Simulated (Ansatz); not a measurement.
Wires are cut from relaxed bulk BN (F-43m, 5.86 Å³/atom, gap on the mesh 4.30 eV); atoms and period are relaxed, and energies count from that bulk.

Theory: DFT PBEsol, scalar-relativistic, plane waves, PAW (Ansatz).

Plane waves to 420 eV, a k mesh through Γ of 1×1×6 on the computed 20-atom cell and Gaussian smearing (0.05 eV); collinear spin from starting moments 0.3 0.3 0.3 0.3 0.3 0.3 0.3 0.3 0.3 0.3 0.3 0.3 0.3 0.3 0.3 0.3 0.3 0.3 0.3 0.3 μB.

Start ([111] wire, 20 host atoms a period):

```yaml
crystal:
  lattice:
    - [13.40000, 0.00000, 0.00000]
    - [0.00000, 11.80000, 0.00000]
    - [0.00000, 0.00000, 6.24527]
  atoms:
    - { symbol: B, position: [0.55493, 0.50000, 0.00000] }
    - { symbol: B, position: [0.33522, 0.50000, 0.66667] }
    - { symbol: N, position: [0.55493, 0.50000, 0.25000] }
    - { symbol: N, position: [0.33522, 0.50000, 0.91667] }
    - { symbol: B, position: [0.44507, 0.50000, 0.33333] }
    - { symbol: B, position: [0.66478, 0.50000, 0.66667] }
    - { symbol: N, position: [0.44507, 0.50000, 0.58333] }
    - { symbol: N, position: [0.66478, 0.50000, 0.91667] }
    - { symbol: B, position: [0.39015, 0.39197, 0.00000] }
    - { symbol: B, position: [0.60985, 0.39197, 0.33333] }
    - { symbol: B, position: [0.50000, 0.60803, 0.66667] }
    - { symbol: N, position: [0.39015, 0.39197, 0.25000] }
    - { symbol: N, position: [0.60985, 0.39197, 0.58333] }
    - { symbol: N, position: [0.50000, 0.60803, 0.91667] }
    - { symbol: B, position: [0.39015, 0.60803, 0.00000] }
    - { symbol: B, position: [0.60985, 0.60803, 0.33333] }
    - { symbol: B, position: [0.50000, 0.39197, 0.66667] }
    - { symbol: N, position: [0.39015, 0.60803, 0.25000] }
    - { symbol: N, position: [0.60985, 0.60803, 0.58333] }
    - { symbol: N, position: [0.50000, 0.39197, 0.91667] }
```

Question: Give the relaxed structure and its energy.

Answer: The free energy falls by 939 meV/atom. It ends far from its start (an atom moved by over half a bond, or the period changed much).

```
excess energy (eV per host atom) : 0.873
line energy (eV/Å)               : 2.756
period (Å)                       : 6.335
gap on the mesh (eV)             : 2.38
size of the moment (μB per cell) : 0.00
```

Relaxed structure:
```
CELL_PARAMETERS angstrom
13.40000 0.00000 0.00000
0.00000 11.80000 0.00000
0.00000 0.00000 6.33467
ATOMIC_POSITIONS crystal
B 0.64402 0.50000 0.02614
B 0.35197 0.50000 0.73793
N 0.60711 0.50000 0.22565
N 0.37348 0.50000 0.95192
B 0.39969 0.50000 0.35552
B 0.62310 0.50000 0.64186
N 0.34228 0.50000 0.53637
N 0.67353 0.50000 0.83136
B 0.42781 0.39660 0.03087
B 0.54521 0.40770 0.33292
B 0.52230 0.65512 0.71209
N 0.44427 0.39269 0.25694
N 0.57877 0.39211 0.54783
N 0.47405 0.67721 0.88264
B 0.42781 0.60340 0.03087
B 0.54521 0.59230 0.33292
B 0.52230 0.34488 0.71209
N 0.44427 0.60731 0.25694
N 0.57877 0.60789 0.54783
N 0.47405 0.32279 0.88264
```

Each run keeps its start's symmetry and one magnetic start, so lower states can exist.

Time: 8.8 min on 4 threads of Arm Neoverse V2, on a shared host, peak memory 1.7 GiB.